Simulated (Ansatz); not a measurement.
**SrF2: biaxial strain −1.56 %, plane normal [110], relaxed out of plane**

The parent structure is SrF$_{2}$ in the fluorite structure (space group Fm-3m, No. 225; a = 5.857 Å). Axes: x, y, z lie along the cube axes.

The change: biaxial strain −1.56 %, plane normal [110], relaxed out of plane (Cartesian); in-plane vectors clamped, the third vector and the atoms free.

Computed with PBE, PAW, 420 eV (Ansatz, a program for electronic structure; spin-orbit coupling left out). Γ-centred 10×10×10 mesh, Fermi–Dirac width 0.05 eV.

The volume per atom shrinks by 0.302 Å³ (16.75 Å³ → 16.44 Å³) and the space group goes from Fm-3m (No. 225) to Immm (No. 71). The energy rises by 3.0 meV/atom and the pressure (mean of the normal stresses, compression positive) goes from zero to 1.24 GPa. The band gap grows by 0.05 eV, from 6.78 eV to 6.83 eV and the gap character comes out as indirect, X → Γ. The smallest direct gap rises by 0.04 eV, from 6.89 eV to 6.93 eV and the electron mass becomes 0.51 mₑ (at Γ) (base: 0.52 mₑ (at Γ)). The valley order (the lowest conduction-band minima on the path, energy above the VBM, named in the base's zone) becomes Γ 6.83 eV; X along [010] 8.11 eV; X along [001] 8.12 eV (base: Γ 6.78 eV; X along ⟨100⟩ 8.11 eV) and the out-of-plane strain amounts to +1.33 %. The ratio −ε⊥/ε∥ is 0.85 and the mean in-plane stress (compression positive) comes out as +1.9 GPa.

Masses are band curvatures over ±0.01 Å⁻¹ around the edge. No phonon test of stability was made. k-point labels follow each cell's own Brillouin zone.
